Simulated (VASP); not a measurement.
CeO:

```
CELL_PARAMETERS angstrom
2.88810 0.00000 0.00000
0.00000 2.88810 0.00000
0.00000 0.00000 2.88810
ATOMIC_POSITIONS crystal
Ce 0.00000 0.00000 0.00000
O 0.50000 0.50000 0.50000
```

The cell comes from a database or a generator and needn't be the stable form of this composition.

Base run:

* Program: VASP 6.6.1
* Functional: PBEsol
* Potentials or basis: VASP PAW PBE potentials, release 64 (Ce, O)
* Cutoff: 520 eV
* k mesh: 7 × 7 × 7
* Occupations: gaussian, width 0.05 eV
* Spin: no spin polarisation
* Hubbard terms: Ce f U = 2 eV

Its results: band gap on the k mesh none (metal or under the smearing width); pressure 34.9 GPa.

**Question.** The run is repeated on the same cell with these changes: spin from no spin polarisation to collinear spin, random start; further incar settings from ALGO = Fast; EDIFF = 1e-07 to ALGO = Normal; EDIFF = 1e-06. What comes out?

**Answer.** Band gap on the k mesh none (metal or under the smearing width); pressure 35.4 GPa; net moment -0.16 μB per cell; site moments Ce -0.17; O +0.00 μB.

Caveats: a pressure of tens of GPa on the cell as given is suspect, and the run, the potentials or the cell itself is likely at fault; the PAW data sets were made with another functional, which shifts forces and pressure a little; U without spin polarisation on a metal has little footing (some runs); the magnetic or orbital state may not be the lowest (some runs); spin-orbit coupling is left out, which moves the levels of the heavy elements (some runs).

Not every run made on this cell is shown here.
